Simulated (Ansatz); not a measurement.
# GaCuSe2: one cell, many SCF starts

How much does the result for GaCuSe2 depend on the starting moments? The same cell is run from several starts. The cell (8 atoms) is GaCuSe₂ in the measured crystal structure (space group I-42d). Source: COD entry 1563485.

Computed with Ansatz 0.2.0 (DFT PBE+U, PAW, plane waves, scalar-relativistic; U − J = 4 eV on Cu d, unless a step's input says otherwise).

## Step 1: Starting point

It takes space group I-42d (No. 122, tetragonal). Conventional cell: a = 5.619 Å, b = 5.619 Å, c = 11.026 Å, α = 90.00°, β = 90.00°, γ = 90.00°. Cu (site symmetry -4) is surrounded by 4 Se at 2.42 Å. Ga (site symmetry -4) is surrounded by 4 Se at 2.42 Å. Around Se (site symmetry 2) lie 2 Ga at 2.42 Å and 2 Cu at 2.42 Å.

Structure file:

```cif
data_structure
_symmetry_space_group_name_H-M 'I-42d'
_symmetry_Int_Tables_number 122
_cell_length_a 5.6191
_cell_length_b 5.6191
_cell_length_c 11.0260
_cell_angle_alpha 90.000
_cell_angle_beta 90.000
_cell_angle_gamma 90.000
_cell_volume 348.14
loop_
_atom_site_label
_atom_site_type_symbol
_atom_site_symmetry_multiplicity
_atom_site_Wyckoff_symbol
_atom_site_fract_x
_atom_site_fract_y
_atom_site_fract_z
_atom_site_occupancy
Cu1 Cu 4 a 0.00000 0.00000 0.00000 1
Ga1 Ga 4 b 0.50000 0.50000 0.00000 1
Se1 Se 8 d 0.25062 0.25000 0.12500 1
```

In tables a label like Se8 counts atoms in the order of input.yaml; a structure file may count by element.

Planned first: parallel moments, plain SCF; opposed moments +-, plain SCF; no spin polarisation; spin on, no moments given (the program may seed its own), plain SCF. Further starts follow from what these give.

“Plain SCF” means no search for lower states. 

Moments by site are taken inside atomic spheres; the rest lies between them.

## Step 2: Parallel moments, plain SCF

File input.yaml:

```yaml
crystal:
  lattice:
    - [-2.80955, 2.80955, 5.513]
    - [2.80955, -2.80955, 5.513]
    - [2.80955, 2.80955, -5.513]
  atoms:
    - { symbol: Cu, position: [0.0, 0.0, 0.0], spin: 1.0 }
    - { symbol: Cu, position: [0.75, 0.25, 0.5], spin: 1.0 }
    - { symbol: Ga, position: [0.5, 0.5, 0.0] }
    - { symbol: Ga, position: [0.25, 0.75, 0.5] }
    - { symbol: Se, position: [0.375, 0.37562, 0.50062] }
    - { symbol: Se, position: [0.62438, 0.125, 0.99938] }
    - { symbol: Se, position: [0.875, 0.87438, 0.49938] }
    - { symbol: Se, position: [0.12562, 0.625, 0.00062] }
magnetization:
  spin_polarized: true
hamiltonian:
  xc: pbe
  pseudopotentials: { kind: paw }
  hubbard: { sites: [{ species: Cu, l: d, u_eff: 4.0 }] }
basis:
  ecutwfc: 420
kpoints:
  mp_grid: { grid: [4, 4, 5] }
scf:
  occupations: { method: fermi_dirac, width: 0.1 }
  lower_state_search: "off"
output:
  forces: true
  stress: true
```

Standard output, shortened:

```text
Warning: crystal.symmetry: narrowed to the stabiliser of the k-point mesh — unitary ops 8 → 2; excluded 6 operations that carry a point of the 4×4×5 mesh (shift [0, 0, 0]) off the mesh (the run samples exactly the mesh kpoints.mp_grid names, as under crystal.symmetry.detect: false, and [...]
Cu: projections on atomic orbitals take those of the free atom [Ne] 3s2 3p6 3d10 4s1, of charge +0.00 (hamiltonian.pseudopotentials.projection_atoms); the dataset's partial waves leave at most 2.0e-6 of an orbital's norm unspanned inside its sphere
Ga: projections on atomic orbitals take those of the free atom [Ar] 3d10 4s2 4p1, of charge +0.00 (hamiltonian.pseudopotentials.projection_atoms); the dataset's partial waves leave at most 1.1e-6 of an orbital's norm unspanned inside its sphere
Se: projections on atomic orbitals take those of the free atom [Ar] 3d10 4s2 4p4, of charge +0.00 (hamiltonian.pseudopotentials.projection_atoms); the dataset's partial waves leave at most 2.3e-6 of an orbital's norm unspanned inside its sphere
[...]
Pseudopotentials: kind: paw
Pseudopotential: Cu, paw, valence charge 19, recommended cutoff 420 eV (normal), Cu.paw.azcp
Pseudopotential: Ga, paw, valence charge 13, recommended cutoff 420 eV (normal), Ga.paw.azcp
Pseudopotential: Se, paw, valence charge 16, recommended cutoff 420 eV (normal), Se.paw.azcp
Functional definition: PBE
[...]
Crystal: 8 atoms, lattice volume = 174.069 Å³
Basis set: ecut = 420 eV, 3451 PW (Γ), exchange–correlation on 96×96×96 points (8 copies of the dense FFT grid, shifted against one another)
Bands: 78, of which v1, the nominal top of the filled ones, is band 64 counted from 1 (63 counted from 0)
[...]
spin=Collinear: Resta preconditioning applied to the charge; magnetization (m = ρ↑ − ρ↓) channel mixes plain (no charge-response kernel on spin).
[...]
spin-set hold released at iteration 6 (site moments contracting): the magnetisation degrees of freedom join the quasi-Newton model from the next iteration; the mixer history was flushed
[...]
SCF iter  16: F=-42695.868086 eV  HF=-42695.868086 eV  |F-HF|=1.02e-10  |Δ(HF+E_count)|=   5.97e-9  Δρ=3.23e-7 (↑3.23e-7 ↓1.32e-7)  dr2=2.93e-10  dr2_m=2.92e-11  M=0.000 μB ∫|m|=0.000 μB  ethr=4.45e-12  ⟨swp⟩=1.0  Hψ=9762  notcnv=0
WARN: the starting moments were not kept: the SCF closed with an absolute magnetisation of 8.6e-6 μB, where they sum to 2 μB in size (2 sites). That is at most 0.1 of that sum. Measured as dr2_m measures the in/out step, that magnetisation stands 6.4e-12 eV from none, at or under the [...]
SCF converged after 16 iterations
Magnetization: 0.0000 μB (64.0000 up, 64.0000 down)
Absolute magnetization: 0.0000 μB (∫|ρ↑−ρ↓|, with the PAW one-centre terms)
Spin contamination: 0.0000 ħ² per cell (⟨S²⟩ above its minimum at these occupations)
[...]
Free energy (F): -42695.868086 eV
[...]
E sigma→0 (E₀):  -42695.867342 eV
Entropy (-TS):   -0.001488 eV (-0.186 meV/atom)
Fermi energy:    8.782421 eV
[...]
--- Forces (eV/Å), atoms counted from 1 ---
  atom   1  Cu     0.00012199     0.00009120    -0.00049073
  atom   2  Cu     0.00009120     0.00012199    -0.00049073
  atom   3  Ga     0.00025658     0.00019461    -0.00054381
  atom   4  Ga     0.00019461     0.00025658    -0.00054381
  atom   5  Se    -0.17681975     0.00017995     0.00065063
  atom   6  Se    -0.00036864     0.17634407     0.00038390
  atom   7  Se     0.17634407    -0.00036864     0.00038390
  atom   8  Se     0.00017995    -0.17681975     0.00065063
[...]
--- Stress (GPa, compression-positive) ---
        3.196559      -0.004752      -0.002736
       -0.004752       3.196559      -0.002736
       -0.002736      -0.002736       3.273291
  P = ⅓ Tr σ = 3.2221 GPa (32.221 kbar)
Occupation matrices written to <dir>
```

Run time: 34 s. Hardware: 2 threads of an x86-64 CPU, shared host; peak memory 1 GiB.

Result: non-magnetic, a gap of 0.68 eV on the k-mesh.

## Step 3: Opposed moments +-, plain SCF

input.yaml, as its differences from that of step 2:

```diff
@@ -7,3 +7,3 @@
     - { symbol: Cu, position: [0.0, 0.0, 0.0], spin: 1.0 }
-    - { symbol: Cu, position: [0.75, 0.25, 0.5], spin: 1.0 }
+    - { symbol: Cu, position: [0.75, 0.25, 0.5], spin: -1.0 }
     - { symbol: Ga, position: [0.5, 0.5, 0.0] }
```

Standard output, shortened:

```text
Warning: crystal.symmetry: narrowed to the stabiliser of the k-point mesh — unitary ops 4 → 1, anti-unitary 4 → 1; excluded 6 operations that carry a point of the 4×4×5 mesh (shift [0, 0, 0]) off the mesh (the run samples exactly the mesh kpoints.mp_grid names, as under [...]
[... 16 lines as in an earlier run ...]
Symmetry: 1 space group operations
k-points: 42 of 80 (time reversal used)
[... 8 lines as in an earlier run ...]
Starting moments: Σ|m| = 2 μB on 2 of 8 sites
[... 2 lines as in an earlier run ...]
SCF iter   1: F=—  HF=-42698.011775 eV  |F-HF|=—  |Δ(HF+E_count)|=         —  Δρ=7.01e-2 (↑7.01e-2 ↓7.01e-2)  dr2=2.10e1  dr2_m=1.96e0  M=-0.000 μB ∫|m|=0.736 μB  β_m=0.30  ethr=3.10e-3  ⟨swp⟩=5.3  Hψ=21082  notcnv=0  defer=80
[...]
[... 1 line as in an earlier run ...]
[...]
spin-set hold released at iteration 6 (site moments contracting): the magnetisation degrees of freedom join the quasi-Newton model from the next iteration; the mixer history was flushed
[...]
SCF iter  17: F=-42695.868086 eV  HF=-42695.868086 eV  |F-HF|=1.89e-10  |Δ(HF+E_count)|=  4.37e-11  Δρ=2.06e-7 (↑2.06e-7 ↓1.87e-7)  dr2=9.70e-11  dr2_m=4.55e-11  M=0.000 μB ∫|m|=0.000 μB  ethr=2.54e-12  ⟨swp⟩=1.0  Hψ=18278  notcnv=0
WARN: the starting moments were not kept: the SCF closed with an absolute magnetisation of 7.6e-6 μB, where they sum to 2 μB in size (2 sites). That is at most 0.1 of that sum. Measured as dr2_m measures the in/out step, that magnetisation stands 6.1e-12 eV from none, at or under the [...]
SCF converged after 17 iterations
Magnetization: 0.0000 μB (64.0000 up, 64.0000 down)
Absolute magnetization: 0.0000 μB (∫|ρ↑−ρ↓|, with the PAW one-centre terms)
Spin contamination: 0.0000 ħ² per cell (⟨S²⟩ above its minimum at these occupations)
[...]
Free energy (F): -42695.868086 eV
[...]
E sigma→0 (E₀):  -42695.867342 eV
Entropy (-TS):   -0.001488 eV (-0.186 meV/atom)
Fermi energy:    8.782426 eV
[... 32 lines left out: energy terms, forces, stress ...]
Occupation matrices written to <dir>
```

It took 55 s on 2 threads of an x86-64 CPU, shared host; peak memory 1.3 GiB.

The run ends in the same state as step 2 (non-magnetic); it took 17 iterations.

## Step 4: No spin polarisation

input.yaml, as its differences from that of step 3:

```diff
@@ -6,4 +6,4 @@
   atoms:
-    - { symbol: Cu, position: [0.0, 0.0, 0.0], spin: 1.0 }
-    - { symbol: Cu, position: [0.75, 0.25, 0.5], spin: -1.0 }
+    - { symbol: Cu, position: [0.0, 0.0, 0.0] }
+    - { symbol: Cu, position: [0.75, 0.25, 0.5] }
     - { symbol: Ga, position: [0.5, 0.5, 0.0] }
@@ -14,4 +14,2 @@
     - { symbol: Se, position: [0.12562, 0.625, 0.00062] }
-magnetization:
-  spin_polarized: true
 hamiltonian:
```

Standard output, shortened:

```text
[... 16 lines as in an earlier run ...]
Bands: 72, of which v1, the nominal top of the filled ones, is band 64 counted from 1 (63 counted from 0)
[... 9 lines as in an earlier run ...]
[...]
[... 2 lines as in an earlier run ...]
SCF iter   1: F=—  HF=-42697.220842 eV  |F-HF|=—  |Δ(HF+E_count)|=         —  Δρ=5.62e-2  dr2=4.50e0  ethr=3.10e-3  ⟨swp⟩=5.5  Hψ=6428  notcnv=0
[...]
SCF iter  11: F=-42695.868086 eV  HF=-42695.868086 eV  |F-HF|=1.70e-9  |Δ(HF+E_count)|=   3.34e-7  Δρ=2.83e-6  dr2=1.05e-8  ethr=7.81e-11  ⟨swp⟩=5.2  Hψ=7784  notcnv=0
[...]
SCF converged after 11 iterations
Free energy (F): -42695.868086 eV
[...]
E sigma→0 (E₀):  -42695.867342 eV
Entropy (-TS):   -0.001488 eV (-0.186 meV/atom)
Fermi energy:    8.782399 eV
[... 32 lines left out: energy terms, forces, stress ...]
Occupation matrices written to <dir>
```

Wall time 12 s (2 threads of an x86-64 CPU, shared host); peak memory 0.85 GiB.

The run ends in the same state as step 2 (non-magnetic); it took 11 iterations.

## Step 5: Spin on, no moments given (the program may seed its own), plain SCF

input.yaml, as its differences from that of step 4:

```diff
@@ -28 +28,3 @@
   stress: true
+magnetization:
+  spin_polarized: true
```

Standard output, shortened:

```text
Warning: crystal.symmetry: narrowed to the stabiliser of the k-point mesh — unitary ops 8 → 2, anti-unitary 8 → 2; excluded 12 operations that carry a point of the 4×4×5 mesh (shift [0, 0, 0]) off the mesh (the run samples exactly the mesh kpoints.mp_grid names, as under [...]
[... 15 lines as in an earlier run ...]
Bands: 77, of which v1, the nominal top of the filled ones, is band 64 counted from 1 (63 counted from 0)
[... 9 lines as in an earlier run ...]
[...]
[... 2 lines as in an earlier run ...]
SCF iter   1: F=—  HF=-42697.222574 eV  |F-HF|=—  |Δ(HF+E_count)|=         —  Δρ=2.81e-2 (↑2.81e-2 ↓2.81e-2)  dr2=4.51e0  dr2_m=0.00e0  M=0.000 μB ∫|m|=0.000 μB  β_m=0.30  ethr=3.10e-3  ⟨swp⟩=5.6  Hψ=6871  notcnv=0  defer=19
[...]
[... 1 line as in an earlier run ...]
[...]
SCF iter  14: F=-42695.868086 eV  HF=-42695.868086 eV  |F-HF|=2.09e-8  |Δ(HF+E_count)|=   6.93e-7  Δρ=1.49e-6 (↑1.49e-6 ↓1.49e-6)  dr2=1.05e-8  dr2_m=0.00e0  M=0.000 μB ∫|m|=0.000 μB  ethr=7.81e-11  ⟨swp⟩=3.0  Hψ=7422  notcnv=0
[...]
SCF converged after 14 iterations
Magnetization: 0.0000 μB (64.0000 up, 64.0000 down)
Absolute magnetization: 0.0000 μB (∫|ρ↑−ρ↓|)
Spin contamination: 0.0000 ħ² per cell (⟨S²⟩ above its minimum at these occupations)
Per-site moments (μB) at R_I (Å): [(0.0, 0.9982294454585141), (0.0, 0.9982294454585138), (0.0, 0.9965596005270319), (0.0, 0.9965596005270316), (0.0, 0.9965596005270321), (0.0, 0.9965596005270321), (0.0, 0.9965596005270316), (0.0, 0.9965596005270319)]
Free energy (F): -42695.868086 eV
[...]
E sigma→0 (E₀):  -42695.867342 eV
Entropy (-TS):   -0.001488 eV (-0.186 meV/atom)
Fermi energy:    8.782401 eV
[... 32 lines left out: energy terms, forces, stress ...]
Occupation matrices written to <dir>
```

Run time: 17 s. Hardware: 2 threads of an x86-64 CPU, shared host; peak memory 1 GiB.

The run ends in the same state as step 2 (non-magnetic); it took 14 iterations.

(Part 1 of 2 ends here.)
